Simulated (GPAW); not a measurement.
Crystal: AlN.

```
CELL_PARAMETERS angstrom
0.00000 2.18399 2.18399
2.18399 0.00000 2.18399
2.18399 2.18399 0.00000
ATOMIC_POSITIONS crystal
Al 0.00000 0.00000 0.00000
N 0.75000 0.75000 0.75000
```

Measurements of this composition are mostly on another form, of space group No. 186.

Base run:

```yaml
Program: GPAW 26.7.0
Functional: vdW-DF2
Potentials_or_basis: GPAW PAW data sets (gpaw-data 1.2.1)
Cutoff: 800 eV
Basis: pw
k_mesh: 10 × 10 × 10
Occupations: fermi-dirac, width 0.05 eV
Spin: no spin polarisation
```

Its results: band gap on the k mesh 3.91 eV, indirect (least direct gap 4.68 eV).

Q: The run is repeated on the same cell with these changes: functional from vdW-DF2 to LDA; potentials or basis from GPAW PAW data sets (gpaw-data 1.2.1) to the program's PAW data sets (release 1.2.1) made for this functional. What comes out?

A: Band gap on the k mesh 3.24 eV, indirect (least direct gap 4.27 eV).
